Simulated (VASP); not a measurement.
# Sb (Im-3m) in VASP: single point with r2SCAN

Aim: the single point of Sb with r2SCAN.

All numbers are computed with VASP 6.6.1; they aren't measurements. Logs are shortened: lines on timing, memory, paths and dates and some standing lists are left out, and cuts for length are marked.

## 1. Starting point

Symmetry: Im-3m, No. 229, cubic system. The conventional cell has a = 3.743 Å, b = 3.743 Å, c = 3.743 Å, α = 90.00°, β = 90.00°, γ = 90.00°. Sb (site symmetry m-3m) has 8 Sb at 3.24 Å as nearest neighbours.

This isn't the form of Sb at room conditions, which is rhombohedral.

## 2. Single point, r2SCAN

POSCAR

```
Sb
1.0
   -1.8713408863      1.8713408863      1.8713408863
    1.8713408863     -1.8713408863      1.8713408863
    1.8713408863      1.8713408863     -1.8713408863
Sb
1
Direct
    0.0000000000      0.0000000000      0.0000000000
```

INCAR.step1

```
SYSTEM = Sb
  PREC = Accurate
  ENCUT = 520
  ISMEAR = -5
  SIGMA = 0.08
  LREAL = .False.
  LASPH = .True.
  NELM = 100
  NBANDS = 8
  GGA = PE
  ALGO = Normal
  EDIFF = 1E-4
  LWAVE = .True.
  LCHARG = .False.
```

INCAR.step2

```
SYSTEM = Sb
  PREC = Accurate
  ENCUT = 520
  EDIFF = 1E-6
  ISMEAR = -1
  SIGMA = 0.08
  LREAL = .False.
  LASPH = .True.
  NELM = 100
  ALGO = Normal
  ISIF = 2
  LWAVE = .False.
  LCHARG = .False.
  METAGGA = R2SCAN
  LMIXTAU = .True.
  LORBIT = 11
  NBANDS = 8
  ISTART = 1
```

KPOINTS

```
Automatic mesh
0
Gamma
  12 12 12
  0 0 0
```

Potentials or basis: VASP PAW PBE potentials, release 64 (Sb).

Launch:

```sh
cat potpaw_PBE.64/Sb/POTCAR > POTCAR
cp INCAR.step1 INCAR
mpirun -np 1 vasp_std > vasp.out
cp INCAR.step2 INCAR
mpirun -np 1 vasp_std > vasp.out
```

OUTCAR:

```text
SYSTEM = Sb
   PREC = Accurate
   ENCUT = 520
   EDIFF = 1E-6
   ISMEAR = -1
   LREAL = .False.
   LASPH = .True.
   NELM = 100
   ISIF = 2
   METAGGA = R2SCAN
   LORBIT = 11
   ISTART = 1

 ion  position               nearest neighbor table
   1  0.000  0.000  0.000-

  LATTYP: Found a body centered cubic cell.
 ALAT       =     3.7426817726

  Lattice vectors:

 A1 = (  -1.8713408863,   1.8713408863,   1.8713408863)
 A2 = (   1.8713408863,  -1.8713408863,   1.8713408863)
 A3 = (   1.8713408863,   1.8713408863,  -1.8713408863)

Analysis of symmetry for initial positions (statically):
=====================================================================
 Subroutine PRICEL returns:
 Original cell was already a primitive cell.

 Routine SETGRP: Setting up the symmetry group for a
 body centered cubic supercell.

 Subroutine GETGRP returns: Found 48 space group operations
 (whereof 48 operations were pure point group operations)
 out of a pool of 48 trial point group operations.

The static configuration has the point symmetry O_h .

Analysis of symmetry for dynamics (positions and initial velocities):
=====================================================================
 Subroutine PRICEL returns:
 Original cell was already a primitive cell.

 Routine SETGRP: Setting up the symmetry group for a
 body centered cubic supercell.

 Subroutine GETGRP returns: Found 48 space group operations
 (whereof 48 operations were pure point group operations)
 out of a pool of 48 trial point group operations.

The dynamic configuration has the point symmetry O_h .

 Subroutine INISYM returns: Found 48 space group operations
 (whereof 48 operations are pure point group operations),
 and found     1 'primitive' translations

----------------------------------------------------------------------------------------

                                     Primitive cell

  volume of cell :      26.2131

  direct lattice vectors                    reciprocal lattice vectors
    -1.871340886  1.871340886  1.871340886     0.000000000  0.267188092  0.267188092
     1.871340886 -1.871340886  1.871340886     0.267188092  0.000000000  0.267188092
     1.871340886  1.871340886 -1.871340886     0.267188092  0.267188092  0.000000000

  length of vectors
     3.241257493  3.241257493  3.241257493     0.377861023  0.377861023  0.377861023

  position of ions in fractional coordinates (direct lattice)
     0.000000000  0.000000000  0.000000000

  ion indices of the primitive-cell ions
   primitive index   ion index
                 1           1

----------------------------------------------------------------------------------------

 KPOINTS: Automatic mesh

Automatic generation of k-mesh.
 Grid dimensions read from file:
 generate k-points for:   12   12   12

 Generating k-lattice:

  Cartesian coordinates                     Fractional coordinates (reciprocal lattice)
     0.000000000  0.022265674  0.022265674     0.083333333  0.000000000  0.000000000
     0.022265674  0.000000000  0.022265674     0.000000000  0.083333333  0.000000000
     0.022265674  0.022265674  0.000000000     0.000000000  0.000000000  0.083333333

  Length of vectors
     0.031488419  0.031488419  0.031488419

  Shift w.r.t. Gamma in fractional coordinates (k-lattice)
     0.000000000  0.000000000  0.000000000

 Subroutine IBZKPT returns following result:
 ===========================================

 Found     72 irreducible k-points:

 Following reciprocal coordinates:
            Coordinates               Weight
  0.000000  0.000000  0.000000      1.000000
  0.083333  0.000000  0.000000     12.000000
  0.166667  0.000000  0.000000     12.000000
  0.250000  0.000000  0.000000     12.000000
  0.333333  0.000000  0.000000     12.000000
  0.416667  0.000000  0.000000     12.000000
[... 16 lines left out ...]
  0.333333  0.083333  0.083333     24.000000
  0.416667  0.083333  0.083333     12.000000
 [... further k-points ...]
   k-points           NKPTS =     72   k-points in BZ     NKDIM =     72   number of bands    NBANDS=      8
   number of dos      NEDOS =    301   number of ions     NIONS =      1
   total plane-waves  NPLWV =  13824
   dimension x,y,z NGX =    24 NGY =   24 NGZ =   24
   dimension x,y,z NGXF=    48 NGYF=   48 NGZF=   48
   ions per type =               1
   NGX,Y,Z   is equivalent  to a cutoff of  12.31, 12.31, 12.31 a.u.
   NGXF,Y,Z  is equivalent  to a cutoff of  24.62, 24.62, 24.62 a.u.
 SYSTEM =  Sb
   PREC   = accura    normal or accurate (medium, high low for compatibility)
   ISTART =      1    job   : 0-new  1-cont  2-samecut
   ICHARG =      0    charge: 1-file 2-atom 10-const
   ISPIN  =      1    spin polarized calculation?
   LNONCOLLINEAR =      F non collinear calculations
   LSORBIT =      F    spin-orbit coupling
   LASPH  =      T    aspherical Exc in radial PAW
   ENCUT  =  520.0 eV  38.22 Ry    6.18 a.u.   6.03  6.03  6.03*2*pi/ulx,y,z
   NELM   =    100;   NELMIN=  2; NELMDL=  0     # of ELM steps
   EDIFF  = 0.1E-05   stopping-criterion for ELM
   LREAL  =      F    real-space projection
   EDIFFG = 0.1E-04   stopping-criterion for IOM
   NSW    =      0    number of steps for IOM
   IBRION =     -1    ionic relax: 0-MD 1-quasi-New 2-CG
   NFREE  =      0    steps in history (QN), initial steepest desc. (CG)
   ISIF   =      2    stress and relaxation
   ISYM   =      2    0-nonsym 1-usesym 2-fastsym
   POTIM  = 0.5000    time-step for ionic-motion
   TEBEG  =    0.0;   TEEND  =   0.0 temperature during run
   PSTRESS=    0.0 pullay stress
   NELECT =       5.0000    total number of electrons
   NUPDOWN=      -1.0000    fix difference up-down
   EMIN   =  10.00;   EMAX   =-10.00  energy-range for DOS
   EFERMI =   0.00;   METHOD = LEGACY
   ISMEAR =    -1;   SIGMA  =   0.08  broadening in eV -4-tet -1-fermi 0-gaus
   EFERMI_NEDOS =   21; number of points for ismear=-14 and -15
   IALGO  =     38    algorithm
   IMIX   =      4    mixing-type and parameters
     AMIX     =   0.40;   BMIX     =  1.00
     AMIX_MAG =   1.60;   BMIX_MAG =  1.00
  volume/ion in A,a.u.               =      26.21       176.89
  Fermi-wavevector in a.u.,A,eV,Ry     =   0.942378  1.780837 12.083018  0.888077
  Thomas-Fermi vector in A             =   2.069982
   LORBIT       =     11    0 simple, 1 ext, 2 COOP (PROOUT), +10 PAW based schemes
   METAGGA = R2SCAN    functional components
   LHFCALC =     F    Hartree Fock is set to
   AEXX    =    0.0000 exact exchange contribution
   IVDW    =     0    specifies the selected vdW correction
   LEPSILON=     F    determine dielectric tensor
   LRPA    =     F    only Hartree local field effects (RPA)
 non-spin polarized calculation
  energy-cutoff  :      520.00
  volume of cell :       26.21
 maximum number of plane-waves:       717
   NGX = 13   NGY = 13   NGZ = 13

 number of electron       4.9999999 magnetization

 Free energy of the ion-electron system (eV)
  ---------------------------------------------------
  ext. energy  EPLUGINS =         0.00000000
  ---------------------------------------------------
  free energy    TOTEN  =       -25.35952784 eV

  energy without entropy =      -25.34817349  energy(sigma->0) =      -25.35385067

 E-fermi :   8.7600     XC(G=0): -10.9059

 val. band max:        8.7178869556   @ k =  -0.4167   0.5000   0.0833
 cond. band min:       8.8068933827   @ k =  -0.2500   0.2500   0.1667
 fundamental gap:      0.0890064271
 Fermi energy:         8.7599615967

 k-point     1 :       0.0000    0.0000    0.0000
  band No.  band energies     occupation
      1      -4.9391      2.00000
      2      14.7459      0.00000
      3      14.7459      0.00000
      4      14.7459      0.00000
      5      19.8067      0.00000
      6      19.8067      0.00000
      7      19.8067      0.00000
      8      21.4222      0.00000

 k-point     2 :       0.0833    0.0000    0.0000
  band No.  band energies     occupation
      1      -4.7813      2.00000
      2      13.5624      0.00000
      3      14.2066      0.00000
      4      14.6159      0.00000
      5      19.0146      0.00000
      6      19.1170      0.00000
      7      20.5128      0.00000
      8      20.8269      0.00000

 k-point     3 :       0.1667    0.0000    0.0000
  band No.  band energies     occupation
      1      -4.3096      2.00000
      2      11.1073      0.00000
      3      13.1257      0.00000
      4      14.2532      0.00000
      5      17.9391      0.00000
      6      17.9718      0.00000
      7      20.5780      0.00000
      8      21.3390      0.00000

 k-point     4 :       0.2500    0.0000    0.0000
  band No.  band energies     occupation
      1      -3.5319      2.00000
      2       8.4322      1.96731
      3      12.0571      0.00000
      4      13.7658      0.00000
      5      17.0071      0.00000
      6      17.1260      0.00000
      7      20.9027      0.00000
      8      21.9348      0.00000

 k-point     5 :       0.3333    0.0000    0.0000
  band No.  band energies     occupation
      1      -2.4740      2.00000
      2       5.9105      2.00000
      3      11.2128      0.00000
      4      13.3056      0.00000
      5      16.3564      0.00000
      6      16.5170      0.00000
      7      21.6865      0.00000
      8      22.7362      0.00000
[... 177 lines left out ...]
 k-point    22 :       0.2500    0.0833    0.0833
  band No.  band energies     occupation
      1      -2.1819      2.00000
      2       6.0303      2.00000
      3       9.7335      0.00001
      4      11.2706      0.00000
      5      18.4806      0.00000
      6      18.7221      0.00000
      7      22.1911      0.00000
      8      22.9366      0.00000

 k-point    23 :       0.3333    0.0833    0.0833
  band No.  band energies     occupation
      1      -0.9824      2.00000
      2       4.0434      2.00000
      3       9.0863      0.03330
      4      10.8853      0.00000
      5      18.1683      0.00000
      6      18.5464      0.00000
      7      23.1869      0.00000
      8      23.9493      0.00000

 k-point    24 :       0.4167    0.0833    0.0833
  band No.  band energies     occupation
      1      -0.2424      2.00000
      2       3.0279      2.00000
      3       8.8768      0.37694
      4      10.7538      0.00000
      5      18.0570      0.00000
      6      18.4726      0.00000
      7      24.1413      0.00000
      8      24.8864      0.00000

 [... further k-points ...]
[... 5 lines left out ...]
  --------------------------------------------------------------------------------------
  -------------------------------------------------------------------------------------
  Total        0.2998068      0.2998068      0.2998068      0.0000000      0.0000000      0.0000000
  in kB       18.3245537     18.3245537     18.3245537      0.0000000      0.0000000      0.0000000
  external PRESSURE =      18.3245537 kB  Pullay stress =       0.0000000 kB

 VOLUME and BASIS-vectors are now :
 -----------------------------------------------------------------------------
  energy-cutoff  :      520.00
  volume of cell :       26.21
      direct lattice vectors                 reciprocal lattice vectors
    -1.871340886  1.871340886  1.871340886     0.000000000  0.267188092  0.267188092
     1.871340886 -1.871340886  1.871340886     0.267188092  0.000000000  0.267188092
     1.871340886  1.871340886 -1.871340886     0.267188092  0.267188092  0.000000000

 POSITION                                       TOTAL-FORCE (eV/Angst)
 -----------------------------------------------------------------------------------
      0.00000      0.00000      0.00000         0.000000      0.000000      0.000000
 -----------------------------------------------------------------------------------
    total drift:                                0.000000      0.000000      0.000000

  FREE ENERGIE OF THE ION-ELECTRON SYSTEM (eV)
  ---------------------------------------------------
  free  energy   TOTEN  =       -25.3595278420 eV

  energy  without entropy=      -25.3481734946  energy(sigma->0) =      -25.35385067

 total charge

# of ion       s       p       d       tot
------------------------------------------
    1        1.224   1.072   0.043   2.339
```

Wall time 30 s (1 thread of Intel Xeon Platinum 8488C (Sapphire Rapids), shared host); peak memory 0.15 GiB.

What came out:

- Free energy: -25.3595 eV
- Pressure: 1.8 GPa
- Band gap on the k mesh: none (metal or under the smearing width)
- Valence electrons inside the program's atomic spheres: Sb 2.34

Caveat: the PAW data sets were made with another functional, which shifts forces and pressure a little. Spin-orbit coupling is left out, which matters for the levels of Sb.
